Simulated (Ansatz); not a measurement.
# SiGeO4 (built on the sites of a database entry of SiO2): a soft mode frozen in

Wanted: the energy along a soft mode of SiGeO4 (built on the sites of a database entry of SiO2) and the structure at the end.

Program: Ansatz 0.2.0. Level of theory: DFT PBEsol, scalar-relativistic, plane waves, PseudoDojo norm-conserving pseudopotentials. Results are calculated unless marked as measured.

The structure was built from a prototype and need not be the compound's stable phase.

### Step 1. Set-up

The structure is cubic, space group F-43m (No. 216). Conventional cell: a = 7.676 Å, b = 7.676 Å, c = 7.676 Å, α = 90.00°, β = 90.00°, γ = 90.00°. Si has 4 O at 1.61 Å nearest. Ge has 4 O at 1.72 Å nearest. Nearest to O lie 1 Si at 1.61 Å and 1 Ge at 1.72 Å. Farther neighbours and most contacts between anions are not listed.

### Step 2. The dispersion

The cell comes from relaxations at this level that are not shown. Stability and thermal properties need the whole zone. Linear response on a 2×2×2 q mesh gives force constants as far as a supercell of that size would, and the tensors from the zone-centre run are typed in so that the long-range dipole term is interpolated apart.

input.yaml reads:

```yaml
crystal:
  lattice:
    - [0.0, 3.8379174859, 3.8379174859]
    - [3.8379174859, 0.0, 3.8379174859]
    - [3.8379174859, 3.8379174859, 0.0]
  atoms:
    - { symbol: Si, position: [0.0, 0.0, 0.0] }
    - { symbol: Ge, position: [0.25, 0.25, 0.25] }
    - { symbol: O, position: [0.1209006003, 0.1209006003, 0.1209006003] }
    - { symbol: O, position: [0.6372981992, 0.1209006003, 0.1209006003] }
    - { symbol: O, position: [0.1209006003, 0.1209006003, 0.6372981992] }
    - { symbol: O, position: [0.1209006003, 0.6372981992, 0.1209006003] }
kpoints:
  mp_grid: { grid: [4, 4, 4] }
hamiltonian:
  xc: pbesol
  pseudopotentials: { kind: nc, accuracy: standard }
scf:
  occupations: { method: fixed }
output:
  eigenvalues: true
phonons:
  method: dfpt
  qmesh: [2, 2, 2]
  temperatures: { t_max: 1000, t_step: 50 }
  qpath:
    path:
      - [[0.0, 0.0, 0.0], [-0.5, -0.5, 0.0], [-0.375, -0.375, 0.25]]
      - [[-0.375, 0.0, 0.375], [0.0, 0.0, 0.0], [0.0, 0.0, 0.5], [-0.5, -0.25, 0.25], [-0.5, -0.5, 0.0]]
    npoints: 10
  non_analytic_term:
    high_frequency_dielectric_tensor: [[2.1815, 0.0, 0.0], [0.0, 2.1815, 0.0], [0.0, 0.0, 2.1815]]
    born_effective_charges:
      - { species: Si, tensor: [[3.641, 0.0, 0.0], [0.0, 3.641, 0.0], [0.0, 0.0, 3.641]] }
      - { species: Ge, tensor: [[3.5445, 0.0, 0.0], [0.0, 3.5445, 0.0], [0.0, 0.0, 3.5445]] }
      - { species: O, tensor: [[-1.7964, -0.8221, -0.8221], [-0.8221, -1.7964, -0.8221], [-0.8221, -0.8221, -1.7964]] }
      - { species: O, tensor: [[-1.7964, 0.8221, 0.8221], [0.8221, -1.7964, -0.8221], [0.8221, -0.8221, -1.7964]] }
      - { species: O, tensor: [[-1.7964, -0.8221, 0.8221], [-0.8221, -1.7964, 0.8221], [0.8221, 0.8221, -1.7964]] }
      - { species: O, tensor: [[-1.7964, 0.8221, -0.8221], [0.8221, -1.7964, 0.8221], [-0.8221, 0.8221, -1.7964]] }
    source: "zone-centre run at this cell"
```

Command:

```
$ ansatz run input.yaml --threads 8 --pin off --max-ram 14336MiB --backend cpu --events-out ev --progress --plain --runs-dir out
```

Numbers of over 12 decimals in the logs are rounded to 6 here.

Log:

```text
Warning: phonons: the dynamical matrix that this run interpolates holds no multipole term above the dipole-dipole one, and a site of this crystal is no centre of inversion, so its interpolated transverse optical and acoustic branches and sound speeds can stay off near Gamma, and the density of states and the thermodynamics with them. What a run solves at a wave vector of phonons.qpoints, Gamma apart, where the deck admits one, is free of this, and under fd what a larger phonons.supercell samples
Engine: ansatz 0.2.0, x86_64-unknown-linux-gnu
Pseudopotentials: kind: nc
Pseudopotential: Si, nc, valence charge 4, recommended cutoff 489.804952 eV (normal), Si.nc.azcp (PseudoDojo's, or run here from an input of PseudoDojo's; its table is named by hamiltonian.pseudopotentials.accuracy)
Pseudopotential: Ge, nc, valence charge 14, recommended cutoff 1061.244064 eV (normal), Ge.nc.azcp (PseudoDojo's, or run here from an input of PseudoDojo's; its table is named by hamiltonian.pseudopotentials.accuracy)
Pseudopotential: O, nc, valence charge 6, recommended cutoff 1142.878222 eV (normal), O.nc.azcp (PseudoDojo's, or run here from an input of PseudoDojo's; its table is named by hamiltonian.pseudopotentials.accuracy)
Functional definition: PBEsol
  exchange = pbesol_x
  correlation = pbesol_c
Crystal: 6 atoms, lattice volume = 113.062 Å³
Basis set: ecut = 1142.878222 eV, 9841 PW (Γ), exchange–correlation on 120×120×120 points (8 copies of the dense FFT grid, shifted against one another)
Bands: 27, of which v1, the nominal top of the filled ones, is band 21 counted from 1 (20 counted from 0)
Symmetry: 24 space group operations
k-points: 8 of 64 (time reversal used)
Non-local potential: Si, projectors of the file, l = 0: 2, l = 1: 2, l = 2: 2
Non-local potential: Ge, projectors of the file, l = 0: 2, l = 1: 2, l = 2: 2
Non-local potential: O, projectors of the file, l = 0: 2, l = 1: 2, l = 2: 1
Initial density: superposition of atomic densities (chi_scale 0.1, normalization cell, long waves kept (reshape's long-wave potential 0.07 eV rms))
Initial wavefunctions: pseudopotential atomic-orbital guess
Functional: x = pbesol(κ = 0.804, μ = 0.123457), c = pbesol(β = 0.046)
SCF iter   1: F=—  HF=-4343.577025 eV  |F-HF|=—  |Δ(HF+E_count)|=         —  Δρ=9.28e-2  dr2=8.14e0  ethr=3.10e-3  ⟨swp⟩=5.0  Hψ=977  notcnv=0  defer=28
preconditioner: auto → none  [insulator: Δε(μ)=5.044 eV  Ē_g=20.695 eV  n_scr=14 (ndim 8)  ℏωp=22.6 eV  f_vac=0.302  ε∞_Penn≈2.2]
SCF iter   2: F=—  HF=-4341.176492 eV  |F-HF|=—  |Δ(HF+E_count)|=    2.40e0  Δρ=4.42e-2  dr2=9.07e-1  ethr=3.10e-3  ⟨swp⟩=3.8  Hψ=596  notcnv=0  defer=25
SCF iter   3: F=—  HF=-4340.946491 eV  |F-HF|=—  |Δ(HF+E_count)|=   2.30e-1  Δρ=1.44e-2  dr2=1.13e-1  ethr=2.16e-3  ⟨swp⟩=2.0  Hψ=338  notcnv=0  defer=31
SCF iter   4: F=—  HF=-4340.935153 eV  |F-HF|=—  |Δ(HF+E_count)|=   1.13e-2  Δρ=4.24e-3  dr2=1.05e-2  ethr=2.70e-4  ⟨swp⟩=2.2  Hψ=368  notcnv=0  defer=32
SCF iter   5: F=—  HF=-4340.933881 eV  |F-HF|=—  |Δ(HF+E_count)|=   1.27e-3  Δρ=8.04e-4  dr2=3.62e-4  ethr=2.50e-5  ⟨swp⟩=3.4  Hψ=407  notcnv=0  defer=32
SCF iter   6: F=—  HF=-4340.933950 eV  |F-HF|=—  |Δ(HF+E_count)|=   6.89e-5  Δρ=1.46e-4  dr2=6.58e-6  ethr=8.63e-7  ⟨swp⟩=2.4  Hψ=346  notcnv=0  defer=32
SCF iter   7: F=—  HF=-4340.933968 eV  |F-HF|=—  |Δ(HF+E_count)|=   1.82e-5  Δρ=3.12e-5  dr2=4.88e-7  ethr=1.57e-8  ⟨swp⟩=2.0  Hψ=335  notcnv=0  defer=32
SCF iter   8: F=—  HF=-4340.933746 eV  |F-HF|=—  |Δ(HF+E_count)|=   2.23e-4  Δρ=5.80e-6  dr2=1.74e-8  ethr=1.16e-9  ⟨swp⟩=2.2  Hψ=335  notcnv=0  defer=29
SCF iter   9: F=—  HF=-4340.933746 eV  |F-HF|=—  |Δ(HF+E_count)|=   2.05e-9  Δρ=6.57e-7  dr2=1.73e-10  ethr=4.15e-11  ⟨swp⟩=2.0  Hψ=371  notcnv=0  defer=29
SCF iter  10: F=-4340.933746 eV  HF=-4340.933746 eV  |F-HF|=2.73e-12  |Δ(HF+E_count)|=  3.00e-11  Δρ=1.02e-7  dr2=3.55e-12  ethr=1.00e-12  ⟨swp⟩=16.2  Hψ=1625  notcnv=0
SCF 1 converged in 10 iterations: F = -4340.933746 eV  dr2 = 3.55e-12
NSCF: frozen V_eff on 8 k-points
NSCF: frozen V_eff on 24 k-points
DFPT response loops at q = (0, 0, 0) (fractional): preconditioner auto → none (the input reference at scf.mixing.eps_inf says where Resta's filter doesn't serve); β = 0.50; Broyden in place of MSR1
NSCF: frozen V_eff on 72 k-points
DFPT response loops at q = (0, 0, -0.5) (fractional): mixed as the last ones told, above
NSCF: frozen V_eff on 72 k-points
DFPT response loops at q = (0, -0.5, -0.5) (fractional): mixed as the last ones told, above
SCF converged after 10 iterations
Free energy (F): -4340.933746 eV
Harris-Foulkes:  -4340.933746 eV  (|F-HF|=2.73e-12)
Internal energy: -4340.933746 eV  (E = F + TS)
E sigma→0 (E₀):  -4340.933746 eV
Fermi energy:    0.223977 eV
--- Per-component energies (eV) ---
  E_band       = -441.278532
  E_kinetic    = 3123.477334
  E_local      = -5456.542008  (includes V_loc(G=0)·N_el)
  E_nonlocal   = -1588.351388
  E_hartree    = 2217.259608
  E_xc         = -1086.764843
  E_vxc        = -954.381737  (∫ρ·V_xc dr)
  E_ewald      = -1550.012449
  E_smearing   = -0.000000  (= −TS)
  E_closure    = 0.000000  (closes the sum)
  Σ components = -4340.933746   (vs F -4340.933746, Δ=0.00e0)
--- Band table (eV; the first three rows and the last of 8) ---
  k-point 0: bands = [... 17 lower, -1.3482, 0.2194, 0.2194, 0.2194, 4.5342, 7.3401, 8.5999, 8.5999, ... 2 higher]
  k-point 1: bands = [... 17 lower, -1.3861, -0.1228, -0.1228, 0.2217, 5.2831, 7.7235, 8.9353, 9.1934, ... 2 higher]
  k-point 2: bands = [... 17 lower, -1.4950, -0.4571, -0.4571, 0.2240, 6.0322, 8.1405, 8.8899, 9.9328, ... 2 higher]
  k-point 7: bands = [... 17 lower, -1.1512, -0.6350, -0.4248, -0.3118, 7.0461, 8.6699, 8.8750, 9.1015, ... 2 higher]
--- Phonons (Γ-DFPT): 3 representative perturbations + reference (Σ response iterations 11) ---
  ASR residual: 1.304e-4 → 0.000e0 eV/Å²; symmetrization residual: 1.119e-5 eV/Å²
  ASR residual per site (eV/Å²): 2.92e-5 1.38e-5 1.30e-4 1.30e-4 1.30e-4 1.30e-4
  Γ frequencies (cm⁻¹): -124.44 -124.44 -124.44 0.00 0.00 0.00 281.30 281.30 293.45 293.45 293.45 587.26 587.26 587.26 1050.61 1050.61 1050.61 1144.94
--- Phonons (arbitrary-q DFPT): 3 irreducible q on the 2×2×2 mesh ---
  q = [0.0000, 0.0000, 0.0000] (star 1, of the zone-centre solve; hermiticity 5.08e-7, symmetrization 4.52e-15): -124.44 -124.44 -124.44 -0.00 0.00 0.00 281.30 281.30 293.45 293.45 293.45 587.26 587.26 587.26 1050.61 1050.61 1050.61 1144.94
  q = [0.0000, 0.0000, -0.5000] (star 4, 5 solved perturbations in 132 linear systems a pass and spin channel, the states on 36 of 64 k-point pairs; hermiticity 1.06e-6, symmetrization 5.46e-7, the responses' own estimated error 4.3e-5 eV/Å²): -124.39 -56.50 -56.50 177.30 177.30 235.51 235.51 274.64 291.91 291.91 302.08 566.34 588.92 588.92 1051.18 1051.18 1138.58 1200.05
  q = [0.0000, -0.5000, -0.5000] (star 3, 6 solved perturbations in 122 linear systems a pass and spin channel, the states on 36 of 64 k-point pairs; hermiticity 1.77e-6, symmetrization 8.87e-7, the responses' own estimated error 2.9e-5 eV/Å²): -83.75 -83.75 150.70 204.61 204.61 221.21 250.89 250.89 265.59 268.44 355.76 535.48 594.03 594.03 1052.02 1052.02 1141.49 1211.00
  sum rule: each row above includes the acoustic sum rule's correction from the zone centre's row sums; it moved no ω² by more than (1.51 cm⁻¹)²
  mesh force constants: q→R imaginary residual 1.14e-17; ASR residual 1.304e-4 → 0.000e0 eV/Å²; symmetrization residual 2.132e-14 eV/Å²
  interpolated dispersion: 63 rows × 18 modes
  density of states and harmonic sums: on the 14×14×14 q-mesh, interpolated from the force constants of a 2×2×2 supercell (with the dipole–dipole term of supplied tensors)
  largest difference from the sums on the solved wave vectors: F 2.70e-1 eV, S 3.74e-4 and C_V 1.08e-4 eV/K
  zero-point energy: 0.509206 eV/cell   skipped modes (ω ≤ 0): 207, of them read as no rigid motion or as one in doubt: 204 (1.798e0 modes/cell left out, lowest -124.44 cm⁻¹)   left out of the sums: 1.00e-1 of the cell's modes: C_V's classical limit lies that fraction below 3 k_B per atom; for a crystal, a wire or a layer, F and S can be off by more, and a phonons.interpolated_qmesh denser along its periods is the remedy for the sampling
```

Run time: 38 s. Hardware: 8 threads of AMD EPYC 9R45, shared host; peak memory 2.2 GiB; 4.6 min of CPU time.

The column dr2 measures how far the density is from self-consistency, as an energy; F and HF (Harris–Foulkes) agree once it is small.

A gap read on the k-mesh alone can miss the band edges.

This step gave:

```
gap on the k-mesh                                       : 4.310 eV
volume per atom                                         : 18.84 Å³
sum-rule residual before enforcement                    : 1.30e-4 eV/Å²
lowest frequency on the path                            : -124.4 cm⁻¹
point group                                             : -43m
highest frequency on the path or at a solved wavevector : 1211 cm⁻¹
highest optical mode at the zone centre (no LO-TO term) : 1145 cm⁻¹
lowest optical zone-centre mode                         : -124.4 cm⁻¹
lowest mode on the q mesh (acoustic modes at Γ apart)   : -124.4 cm⁻¹
```

Frequencies (cm⁻¹) solved at each irreducible wavevector; negative means imaginary. Frequencies by wavevector, by row:

```
q in reciprocal lattice units  star  mode 1  mode 2  mode 3  mode 4  mode 16  mode 17  mode 18
                        0 0 0     1  -124.4  -124.4  -124.4       0     1051     1051     1145
                     0 0 -0.5     4  -124.4   -56.5   -56.5   177.3     1051     1139     1200
                  0 -0.5 -0.5     3   -83.8   -83.8   150.7   204.6     1052     1142     1211
```

Interpolated from a 2×2×2 q mesh, with the LO-TO term (at Γ the limit along the path; where Γ stands inside the path, tables give the limit on arrival). The phonon branches at the labelled points (cm⁻¹):

```
    point  branch 1  branch 2  branch 3  branch 4  branch 15  branch 16  branch 17  branch 18
        Γ      -124      -124      -124         0       1051       1051       1145       1188
  halfway       -96       -96       -35       117       1051       1051       1142       1200
        X       -84       -84       151       205       1052       1052       1142       1211
  halfway       -85       -45       145       188       1052       1055       1140       1208
        U       -90       102       130       161       1052       1059       1139       1202
jump to K       -90       102       130       161       1052       1059       1139       1202
  halfway      -111       -58        51        73       1051       1054       1140       1195
        Γ      -124      -124      -124         0       1051       1051       1145       1188
  halfway      -124       -80       -80        91       1051       1051       1142       1194
        L      -124       -56       -56       177       1051       1051       1139       1200
  halfway       -91        33       116       163       1052       1058       1138       1198
        W        78        78       108       136       1054       1059       1138       1200
  halfway       -50       -48       139       173       1053       1056       1140       1206
        X       -84       -84       151       205       1052       1052       1142       1211
```

Symmetry leaves 3 wavevectors to solve. The lowest mode among them, the acoustic zeros apart, lies at Γ and is imaginary, 124.4i cm⁻¹, so the energy falls along it.

### Step 3. The mode frozen in, largest atomic shift 0 Å

The mode followed lies at Γ with frequency 124.4i cm⁻¹ and is 3-fold degenerate, the softest among the wavevectors solved. At small amplitude the distorted cell has space group no. 146 by a symmetry search on the positions. The undistorted cell that holds it gives the zero of energy on the same k mesh.

input.yaml, the sections that differ from step 2:

```yaml
scf:
  occupations: { method: gaussian, width: 0.02 }
output:
  forces: true
  stress: true
  eigenvalues: true
# crystal, kpoints, hamiltonian: as in step 2
# phonons: removed
```

Log:

```text
[...]
Crystal: 6 atoms, lattice volume = 113.062 Å³
Basis set: ecut = 1142.878222 eV, 9841 PW (Γ), exchange–correlation on 120×120×120 points (8 copies of the dense FFT grid, shifted against one another)
Bands: 27, of which v1, the nominal top of the filled ones, is band 21 counted from 1 (20 counted from 0)
Symmetry: 24 space group operations
[...]
k-point 0: bands = [... 17 lower, -1.3481, 0.2194, 0.2194, 0.2194, 4.5342, 7.3401, 8.5999, 8.5999, ... 1 higher]
  k-point 1: bands = [... 17 lower, -1.3861, -0.1227, -0.1227, 0.2217, 5.2831, 7.7235, 8.9353, 9.1934, ... 1 higher]
  k-point 2: bands = [... 17 lower, -1.4949, -0.4571, -0.4571, 0.2240, 6.0323, 8.1405, 8.8899, 9.9328, ... 1 higher]
  k-point 7: bands = [... 17 lower, -1.1511, -0.6350, -0.4248, -0.3117, 7.0461, 8.6699, 8.8750, 9.1015, ... 1 higher]
[key lines of the parts left out:]
SCF converged after 8 iterations
Free energy (F): -4340.933746 eV
Fermi energy:    2.379198 eV
P = ⅓ Tr σ = -0.0009 GPa (-0.009 kbar)
```

Elapsed: 0.63 s, on 8 threads; peak memory 0.86 GiB; 4 s of CPU time.

This step gave:

* pressure: -9.32e-4 GPa
* energy from the undistorted cell: 0 meV/atom

At this level the gap is 4.31 eV on the k-mesh of the self-consistent run, which can miss the band edges.

### Step 4. The mode frozen in, largest atomic shift 0.32 Å

The atoms are moved along the unstable eigenvector, the largest shift by 0.32 Å, with the cell fixed.

input.yaml, the sections that differ from step 3:

```yaml
crystal:
  lattice:
    - [0.0, 3.8379174859, 3.8379174859]
    - [3.8379174859, 0.0, 3.8379174859]
    - [3.8379174859, 3.8379174859, 0.0]
  atoms:
    - { symbol: Si, position: [0.0, 0.0, 0.0] }
    - { symbol: Ge, position: [0.25, 0.25, 0.25] }
    - { symbol: O, position: [0.1209006003, 0.1798581393, 0.0619430612] }
    - { symbol: O, position: [0.6372981992, 0.1209006003, 0.1209006003] }
    - { symbol: O, position: [0.1209006003, 0.0619430612, 0.6372981992] }
    - { symbol: O, position: [0.1209006003, 0.6372981992, 0.1798581393] }
# kpoints, hamiltonian, scf, output: as in step 3
```

Log:

```text
[...]
Crystal: 6 atoms, lattice volume = 113.062 Å³
Basis set: ecut = 1142.878222 eV, 9841 PW (Γ), exchange–correlation on 120×120×120 points (8 copies of the dense FFT grid, shifted against one another)
Bands: 27, of which v1, the nominal top of the filled ones, is band 21 counted from 1 (20 counted from 0)
Symmetry: 3 space group operations
[...]
k-point 0: bands = [... 17 lower, -1.2577, -0.2645, 0.1723, 0.1723, 4.2389, 7.5699, 8.6059, 8.6059, ... 1 higher]
  k-point 1: bands = [... 17 lower, -1.2774, -0.3346, -0.1396, 0.1650, 4.9444, 7.7230, 8.6735, 9.0899, ... 1 higher]
  k-point 2: bands = [... 17 lower, -1.3161, -0.5347, -0.4096, 0.1619, 5.6688, 8.1300, 8.8979, 9.1587, ... 1 higher]
  k-point 13: bands = [... 17 lower, -1.4805, -0.3953, -0.3953, -0.1999, 5.6512, 8.1622, 9.3399, 9.7018, ... 1 higher]
[key lines of the parts left out:]
SCF converged after 9 iterations
Free energy (F): -4340.983073 eV
Fermi energy:    2.205627 eV
P = ⅓ Tr σ = -4.0749 GPa (-40.749 kbar)
```

Wall time 1 s (8 threads); peak memory 0.97 GiB.

Numbers from this step:

```yaml
pressure: -4.075 GPa
gap_on_the_k_mesh: 4.067 eV
energy_from_the_undistorted_cell: -8.221 meV/atom
```

The energy, extrapolated to zero smearing, is -8.22 meV/atom against the undistorted cell.

The run ends at a pressure of -4.07 GPa, with forces up to 0.63 eV/Å.

### Step 5. Energy along the mode, all amplitudes (two of the runs are shown above)

An imaginary frequency means negative curvature, so the energy should fall and then rise again as anharmonic terms take over.

This step gave:

```
depth at the lowest point sampled  : 8.221 meV/atom
largest atomic shift at that point : 0.32 Å
```

Energy from the parent against largest atomic shift:

```
largest atomic shift (Å)  energy from the parent (meV/atom)
                   0.000                                  0
                   0.040                              -0.36
                   0.080                              -1.39
                   0.140                              -3.87
                   0.220                              -7.50
                   0.320                              -8.22
                   0.450                               8.57
```

Displacement at unit largest shift by atom:

```
atom   x (Å)   y (Å)   z (Å)   size
 Si1   0.000   0.000   0.000  0.000
 Ge2   0.000   0.000   0.000  0.000
  O3   0.000  -0.707   0.707  1.000
  O4   0.000   0.000   0.000  0.000
  O5  -0.707   0.000  -0.707  1.000
  O6   0.707   0.707   0.000  1.000
```

The lowest of the steps tried is at 0.32 Å, 8.22 meV/atom below the parent; the bottom of the well need not coincide with a step.

(Part 1 of 3 ends here.)

[Logs are printed without paths, hosts, clocks, repeated set-up lines and the standing remarks that a program may print on its own settings, such as how far it seeks lower states.]

[Hosts, paths, dates, database ids (printed as entryN), source tags and the programs' standing remarks are cut or masked in the printed files.]
